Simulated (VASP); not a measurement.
# SnO2 (Cassiterite) (P4_2/mnm) in VASP: a series of runs, part 2 of 2

VASP 6.6.1. The steps go on from the part before.

## 3. Single point, LDA

INCAR reads:

```
PREC     = Normal         # precision mode
ENCUT    = 400            # plane-wave cutoff, eV
EDIFF    = 1E-4           # SCF threshold, eV
ISMEAR   = 0              # smearing method
SIGMA    = 0.05           # smearing width, eV
LREAL    = Auto         
LASPH    = T              # aspherical terms in the spheres
NELM     = 100            # most SCF steps
ALGO     = Normal         # electronic algorithm
ISIF     = 2              # what is computed and relaxed
LWAVE    = F              # write WAVECAR
LCHARG   = F              # write CHGCAR
GGA      = CA             # functional
ADDGRID  = F
```

KPOINTS reads:

```
Automatic mesh
0
Gamma
  3 3 4
```

POSCAR reads:

```
SnO2
1.0
    4.7380000000      0.0000000000      0.0000000000
    0.0000000000      4.7380000000      0.0000000000
    0.0000000000      0.0000000000      3.1865000000
Sn O
2 4
Direct
    0.5000000000      0.5000000000      0.5000000000
    0.0000000000      0.0000000000      0.0000000000
    0.8071000000      0.1929000000      0.5000000000
    0.6929000000      0.6929000000      0.0000000000
    0.1929000000      0.8071000000      0.5000000000
    0.3071000000      0.3071000000      0.0000000000
```

Potentials or basis: VASP PAW LDA potentials, release 64 (Sn_d, O).

On the command line:

```
$ cat potpaw_LDA.64/Sn_d/POTCAR potpaw_LDA.64/O/POTCAR > POTCAR
$ mpirun -np 1 vasp_std > vasp.out
```

OUTCAR:

```text
PREC = Normal
   ENCUT = 400
   EDIFF = 1E-4
   ISMEAR = 0
   LREAL = Auto
   LASPH = T
   NELM = 100
   ISIF = 2
   GGA = CA

 Found      9 irreducible k-points:

 Following reciprocal coordinates:
            Coordinates               Weight
  0.000000  0.000000  0.000000      1.000000
  0.333333  0.000000  0.000000      4.000000
  0.333333  0.333333  0.000000      4.000000
  0.000000  0.000000  0.250000      2.000000
  0.333333  0.000000  0.250000      8.000000
  0.333333  0.333333  0.250000      8.000000
   k-points           NKPTS =      9   k-points in BZ     NKDIM =      9   number of bands    NBANDS=     31
   number of dos      NEDOS =    301   number of ions     NIONS =      6
   total plane-waves  NPLWV =   9216
   dimension x,y,z NGX =    24 NGY =   24 NGZ =   16
   dimension x,y,z NGXF=    48 NGYF=   48 NGZF=   32
   ions per type =               2   4
   NGX,Y,Z   is equivalent  to a cutoff of   8.42,  8.42,  8.35 a.u.
   NGXF,Y,Z  is equivalent  to a cutoff of  16.84, 16.84, 16.70 a.u.
 SYSTEM =  unknown system
   PREC   = normal    normal or accurate (medium, high low for compatibility)
   ISTART =      0    job   : 0-new  1-cont  2-samecut
   ICHARG =      2    charge: 1-file 2-atom 10-const
   ISPIN  =      1    spin polarized calculation?
   LNONCOLLINEAR =      F non collinear calculations
   LSORBIT =      F    spin-orbit coupling
   LASPH  =      T    aspherical Exc in radial PAW
   ENCUT  =  400.0 eV  29.40 Ry    5.42 a.u.   7.73  7.73  5.20*2*pi/ulx,y,z
   NELM   =    100;   NELMIN=  2; NELMDL= -5     # of ELM steps
   EDIFF  = 0.1E-03   stopping-criterion for ELM
   LREAL  =      T    real-space projection
   EDIFFG = 0.1E-02   stopping-criterion for IOM
   NSW    =      0    number of steps for IOM
   IBRION =     -1    ionic relax: 0-MD 1-quasi-New 2-CG
   NFREE  =      0    steps in history (QN), initial steepest desc. (CG)
   ISIF   =      2    stress and relaxation
   ISYM   =      2    0-nonsym 1-usesym 2-fastsym
   POTIM  = 0.5000    time-step for ionic-motion
   TEBEG  =    0.0;   TEEND  =   0.0 temperature during run
   PSTRESS=    0.0 pullay stress
   NELECT =      52.0000    total number of electrons
   NUPDOWN=      -1.0000    fix difference up-down
   EMIN   =  10.00;   EMAX   =-10.00  energy-range for DOS
   EFERMI =   0.00;   METHOD = LEGACY
   ISMEAR =     0;   SIGMA  =   0.05  broadening in eV -4-tet -1-fermi 0-gaus
   EFERMI_NEDOS =   21; number of points for ismear=-14 and -15
   IALGO  =     38    algorithm
   IMIX   =      4    mixing-type and parameters
     AMIX     =   0.40;   BMIX     =  1.00
     AMIX_MAG =   1.60;   BMIX_MAG =  1.00
  volume/ion in A,a.u.               =      11.92        80.45
  Fermi-wavevector in a.u.,A,eV,Ry     =   1.472000  2.781677 29.480903  2.166785
  Thomas-Fermi vector in A             =   2.587068
   LORBIT       =      0    0 simple, 1 ext, 2 COOP (PROOUT), +10 PAW based schemes
   GGA     = CA    functional components
   LHFCALC =     F    Hartree Fock is set to
   AEXX    =    0.0000 exact exchange contribution
   IVDW    =     0    specifies the selected vdW correction
   LEPSILON=     F    determine dielectric tensor
   LRPA    =     F    only Hartree local field effects (RPA)
 non-spin polarized calculation
 Gauss-broadening in eV      SIGMA  =   0.05
  energy-cutoff  :      400.00
  volume of cell :       71.53
 maximum number of plane-waves:      1310
   NGX = 15   NGY = 15   NGZ = 11

 number of electron      52.0000056 magnetization

 Free energy of the ion-electron system (eV)
  ---------------------------------------------------
  ext. energy  EPLUGINS =         0.00000000
  ---------------------------------------------------
  free energy    TOTEN  =       -42.34630230 eV

  energy without entropy =      -42.34630230  energy(sigma->0) =      -42.34630230

 E-fermi :   6.0865     XC(G=0): -11.7984

 val. band max:        5.8658619237   @ k =   0.0000   0.0000   0.0000
 cond. band min:       7.0267228035   @ k =   0.0000   0.0000   0.0000
 fundamental gap:      1.1608608799
 Fermi energy:         6.0865367688

 k-point     1 :       0.0000    0.0000    0.0000
  band No.  band energies     occupation
      1     -15.1465      2.00000
      2     -14.4016      2.00000
      3     -14.1090      2.00000
      4     -14.0932      2.00000
      5     -14.0932      2.00000
      6     -13.9961      2.00000
[... 23 lines left out ...]
     30      11.9571      0.00000
     31      15.9787      0.00000
[... 139 lines left out ...]
      1     -14.8025      2.00000
      2     -14.6211      2.00000
      3     -14.5548      2.00000
      4     -14.3120      2.00000
      5     -13.9922      2.00000
      6     -13.9764      2.00000
[... 23 lines left out ...]
     30      14.4746      0.00000
     31      14.9315      0.00000

 [... further k-points ...]
[... 5 lines left out ...]
  --------------------------------------------------------------------------------------
  -------------------------------------------------------------------------------------
  Total       -2.4651174     -2.4651174     -1.6045684      0.0000000      0.0000000      0.0000000
  in kB      -55.2133569    -55.2133569    -35.9389007      0.0000000      0.0000000      0.0000000
  external PRESSURE =     -48.7885382 kB  Pullay stress =       0.0000000 kB

 VOLUME and BASIS-vectors are now :
 -----------------------------------------------------------------------------
  energy-cutoff  :      400.00
  volume of cell :       71.53
      direct lattice vectors                 reciprocal lattice vectors
     4.738000000  0.000000000  0.000000000     0.211059519  0.000000000  0.000000000
     0.000000000  4.738000000  0.000000000     0.000000000  0.211059519  0.000000000
     0.000000000  0.000000000  3.186500000     0.000000000  0.000000000  0.313823945

 POSITION                                       TOTAL-FORCE (eV/Angst)
 -----------------------------------------------------------------------------------
      2.36900      2.36900      1.59325        -0.000000     -0.000000      0.000000
      0.00000      0.00000      0.00000        -0.000000     -0.000000      0.000000
      3.82404      0.91396      1.59325        -0.132850      0.132850      0.000000
      3.28296      3.28296      0.00000         0.132850      0.132850      0.000000
      0.91396      3.82404      1.59325         0.132850     -0.132850      0.000000
      1.45504      1.45504      0.00000        -0.132850     -0.132850      0.000000
 -----------------------------------------------------------------------------------
    total drift:                                0.000000     -0.000000     -0.000000

  FREE ENERGIE OF THE ION-ELECTRON SYSTEM (eV)
  ---------------------------------------------------
  free  energy   TOTEN  =       -42.3463023003 eV

  energy  without entropy=      -42.3463023003  energy(sigma->0) =      -42.34630230
```

OSZICAR:

```text
N       E                     dE             d eps       ncg     rms          rms(c)
DAV:   1     0.567765583740E+03    0.56777E+03   -0.23059E+04   627   0.226E+03
DAV:   2     0.337129108809E+02   -0.53405E+03   -0.51162E+03   629   0.608E+02
DAV:   3    -0.447864047688E+02   -0.78499E+02   -0.77839E+02   628   0.208E+02
DAV:   4    -0.482774236576E+02   -0.34910E+01   -0.34819E+01   663   0.485E+01
DAV:   5    -0.483978790850E+02   -0.12046E+00   -0.12044E+00   736   0.894E+00    0.156E+01
DAV:   6    -0.424252841570E+02    0.59726E+01   -0.23165E+01   874   0.704E+01    0.602E+00
DAV:   7    -0.424413591815E+02   -0.16075E-01   -0.19423E+00   607   0.825E+00    0.330E+00
DAV:   8    -0.423619811612E+02    0.79378E-01   -0.29336E-01   848   0.523E+00    0.718E-01
DAV:   9    -0.423461992144E+02    0.15782E-01   -0.78818E-02   862   0.393E+00    0.146E-01
DAV:  10    -0.423462953506E+02   -0.96136E-04   -0.49498E-03   797   0.606E-01    0.442E-02
DAV:  11    -0.423463023003E+02   -0.69497E-05   -0.16207E-04   496   0.192E-01
   1 F= -.42346302E+02 E0= -.42346302E+02  d E =-.271951E-11
```

stdout:

```text
POSCAR found type information on POSCAR SnO
 POSCAR found :  2 types and       6 ions
 scaLAPACK will be used
 -----------------------------------------------------------------------------
|                                                                             |
|                                                                             |
|     You have a (more or less) 'small supercell' and for smaller cells       |
|     it is recommended to use the reciprocal-space projection scheme!        |
|     The real-space optimization is not efficient for small cells and it     |
|     is also less accurate ...                                               |
|     Therefore, set LREAL=.FALSE. in the INCAR file.                         |
|                                                                             |
 -----------------------------------------------------------------------------

 LDA part: xc-table for (Slater(with rela. corr.)+CA(PZ))
 , standard interpolation
 POSCAR, INCAR and KPOINTS ok, starting setup
 FFT: planning ... GRIDC
 FFT: planning ... GRID_SOFT
 FFT: planning ... GRID
 WAVECAR not read
 entering main loop
```

Wall time 3.4 s (1 thread of Intel Xeon 6975P-C (Granite Rapids), shared host); peak memory 0.12 GiB.

These settings aren't checked as converged: the numbers below hold their error.

What came out:

* Free energy: -42.3463 eV
* Largest force: 0.188 eV/Å
* Band gap on the k mesh: 1.16 eV, direct

Caveat: the k mesh is coarse (spacing up to 0.49 Å⁻¹), so the values aren't converged; the cutoff is under 1.25 times the usual one of these potentials, so pressure, stress and relaxed cells hold a basis-set (Pulay) error; spin-orbit coupling is left out, which moves the levels of the heavy elements.

## 4. Single point, LDA

INCAR reads:

```
PREC     = Accurate       # precision mode
ENCUT    = 500            # plane-wave cutoff, eV
EDIFF    = 1E-7           # SCF threshold, eV
ISMEAR   = 0              # smearing method
SIGMA    = 0.05           # smearing width, eV
LREAL    = F              # projectors in reciprocal space
LASPH    = T              # aspherical terms in the spheres
NELM     = 100            # most SCF steps
ALGO     = Normal         # electronic algorithm
ISIF     = 2              # what is computed and relaxed
LWAVE    = F              # write WAVECAR
LCHARG   = F              # write CHGCAR
GGA      = CA             # functional
ADDGRID  = F
```

KPOINTS is that of step 3.

POSCAR is that of step 3.

On the command line:

```
$ cat potpaw_LDA.64/Sn_d/POTCAR potpaw_LDA.64/O/POTCAR > POTCAR
$ mpirun -np 1 vasp_std > vasp.out
```

It took 7.3 s on 1 thread of Intel Xeon 6975P-C (Granite Rapids), shared host; peak memory 0.15 GiB.

These settings aren't checked as converged: the numbers below hold their error.

Results:

```
Free energy            : -42.2635 eV
Pressure               : 0.2 GPa
Largest force          : 0.182 eV/Å
Band gap on the k mesh : 1.17 eV, direct
```

Caveat: the k mesh is coarse (spacing up to 0.49 Å⁻¹), so the values aren't converged; spin-orbit coupling is left out, which moves the levels of the heavy elements.

## 5. For comparison

An earlier run on the cell as given: functional PBEsol; potentials or basis VASP PAW PBE potentials, release 64 (Sn_d, O); cutoff 520 eV; k mesh 6 × 6 × 8; occupations fermi-dirac, width 0.05 eV; no spin polarisation.

- Pressure: 5.4 GPa
- Largest force: 0.229 eV/Å
- Band gap on the k mesh: 1.18 eV, direct
